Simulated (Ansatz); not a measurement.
Crystal: Sn.

```
CELL_PARAMETERS angstrom
-2.02919 2.02919 1.66076
2.02919 -2.02919 1.66076
2.02919 2.02919 -1.66076
ATOMIC_POSITIONS crystal
Sn 0.00000 0.00000 0.00000
```

This isn't the form of Sn at room conditions, which is tetragonal (white tin).

| Property | Result |
| --- | --- |
| Program | Ansatz 0.2.0 |
| Task | relaxation of cell and atoms |
| Functional | RPBE |
| Dispersion | D4 |
| Potentials or basis | Ansatz PAW |
| Cutoff | 420 eV (not typed: the program's choice for these potentials) |
| k mesh | 10 × 10 × 10 |
| Occupations | fermi-dirac, width 0.05 eV |
| Spin | no spin polarisation |

At the start: volume 27.35 Å³/atom.

Q: How do energy, volume and symmetry change on relaxing?

A: It ends after 6 steps and the volume is 26.28 Å³/atom (-3.9 %); space group I4/mmm (No. 139, to 0.05 Å).

The path:
```tsv
step	energy change (eV)	largest force (eV/Å)	volume (Å³)
1	0.0000	0.0000	27.35
2	-0.0085	0.0000	26.27
3	-0.0086	0.0000	26.29
4	-0.0083	0.0000	26.29
5	-0.0084	0.0000	26.28
6	-0.0084	0.0000	26.28
```

Final structure:
```
Sn
1.0
    -1.98630    1.98630    1.66552
     1.98630   -1.98630    1.66552
     1.98630    1.98630   -1.66552
Sn
1
Cartesian
  0.0000 0.0000 0.0000
```

Caveat: the plane-wave basis is chosen anew once the cell has moved, so the energies of steps on either side of that aren't comparable; pairwise dispersion overbinds metals, which lowers pressure and volume; the PAW data sets come from PBE, with cores solved anew for the run's functional, which leaves a small shift of forces and pressure.
